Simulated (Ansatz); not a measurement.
## TiCo in Ansatz: the effect of functional

TiCo:

```
Co Ti
1.0
     2.96607    0.00000    0.00000
     0.00000    2.96607    0.00000
     0.00000    0.00000    2.96607
Co Ti
1 1
Direct
  0.50000 0.50000 0.50000
  0.00000 0.00000 0.00000
```

The cell comes from a database or a generator and needn't be the stable form of this composition.

The cell isn't the ideal one: volume scaled by 0.98.

Alike in all runs:

* Program: Ansatz 0.2.0
* Task: single point
* Potentials or basis: Ansatz PAW
* k mesh: 9 × 9 × 9
* Occupations: fermi-dirac, width 0.05 eV
* Spin: collinear spin, ferromagnetic start
* Starting moments: [2.0, 1.0] μB

```tsv
functional	cutoff	pressure (GPa)	moment (μB)
LDA	420 eV (not typed: the program's choice for these potentials)	?	?
r2SCAN	500 eV (not typed: the program's choice for these potentials)	3.7	0.87
PBE	420 eV (not typed: the program's choice for these potentials)	2.9	0.79
```

Question: What does the run with functional LDA give?

Answer: Pressure -11.7 GPa; moment 0.47 μB.

Caveats: the PAW data sets come from PBE, with cores solved anew for the run's functional, which leaves a small shift of forces and pressure (some runs); the magnetic or orbital state may not be the lowest (some runs); the starting moments weren't kept (some runs).
